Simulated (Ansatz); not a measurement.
**BaO: how the settings move a single-point run**

Question: which choices in the input matter for BaO?

Computed with Ansatz 0.2.0 (reference: DFT, PBEsol, all-electron LAPW, scalar-relativistic, unless a step's input says otherwise).

### Step 1. The structure to begin with

It takes space group Fm-3m (No. 225, cubic). Conventional cell: a = 4.764 Å, b = 4.764 Å, c = 4.764 Å, α = 90.00°, β = 90.00°, γ = 90.00°. Ba (site symmetry m-3m) has 6 O at 2.38 Å as nearest neighbours. O (site symmetry m-3m) is surrounded by 6 Ba at 2.38 Å.

As a file:

```cif
data_structure
_symmetry_space_group_name_H-M 'P 1'
_symmetry_Int_Tables_number 1
_cell_length_a 3.3689
_cell_length_b 3.3689
_cell_length_c 3.3689
_cell_angle_alpha 60.000
_cell_angle_beta 60.000
_cell_angle_gamma 60.000
_cell_volume 27.04
loop_
_atom_site_label
_atom_site_type_symbol
_atom_site_fract_x
_atom_site_fract_y
_atom_site_fract_z
_atom_site_occupancy
Ba1 Ba 0.00000 0.00000 0.00000 1
O1 O 0.50000 0.50000 0.50000 1
```

### Step 2. The reference run

input.yaml reads:

```yaml
crystal:
  lattice:
    - [0.0, 2.3821575397, 2.3821575397]
    - [2.3821575397, 0.0, 2.3821575397]
    - [2.3821575397, 2.3821575397, 0.0]
  atoms:
    - { symbol: Ba, position: [0.0, 0.0, 0.0] }
    - { symbol: O, position: [0.5, 0.5, 0.5] }
kpoints:
  mp_grid: { grid: [9, 9, 9] }
  band_path:
    path:
      - [0.0, 0.0, 0.0]
      - [0.5, 0.0, 0.5]
      - [0.625, 0.25, 0.625]
      - [0.375, 0.375, 0.75]
      - [0.0, 0.0, 0.0]
      - [0.5, 0.5, 0.5]
      - [0.5, 0.25, 0.75]
      - [0.5, 0.0, 0.5]
    npoints: 6
scf:
  occupations: { method: fermi_dirac, width: 0.03 }
hamiltonian:
  xc: pbesol
  pseudopotentials: { kind: all_electron, lapw: { basis_error: 0.001 } }
output:
  forces: true
  stress: true
  eigenvalues: true
  populations: true
```

Launch:

```bash
ansatz run input.yaml --threads 1 --pin off --max-ram 2048MiB --backend cpu --events-out ev --progress --plain --runs-dir out
```

### Step 3. Changed: xc_grid 1

Changes to input.yaml since step 2:

```diff
@@ -31 +31,3 @@
   populations: true
+basis:
+  xc_grid: 1
```

Before running it: what results should come out? Wanted: for each run, ending; energy change; pressure; gap; force.

As calculated:

```csv
run,ending,energy change,pressure (GPa),gap (eV),force (eV/Å),cycles,time
reference,converged,0,83.4,0.06,0.00,10,8.8 s
1: xc_grid 1,converged,0.0 meV/atom,83.4,0.06,0.00,10,8.6 s
```

Residual by cycle in the longest SCF loop of each run; runs are numbered as in the table. The quantity is the density residual dr2, in eV.

```csv
cycle,reference,run 1
1,3.61,3.61
2,1.66,1.66
3,0.3,0.3
4,0.142,0.142
5,0.14,0.14
6,3.1e-4,3.1e-4
7,1.1e-4,1.1e-4
8,4.3e-5,4.3e-5
9,2.9e-6,2.9e-6
10,2.8e-8,2.8e-8
```

**Reading.** Changing the numerical grids hardly moves the energy: 0.0 meV/atom. The structure is not at rest: the sound run finds 83 GPa, so these are no properties of the relaxed crystal.  The gap of the reference lacks spin-orbit coupling, though the cell holds Ba.
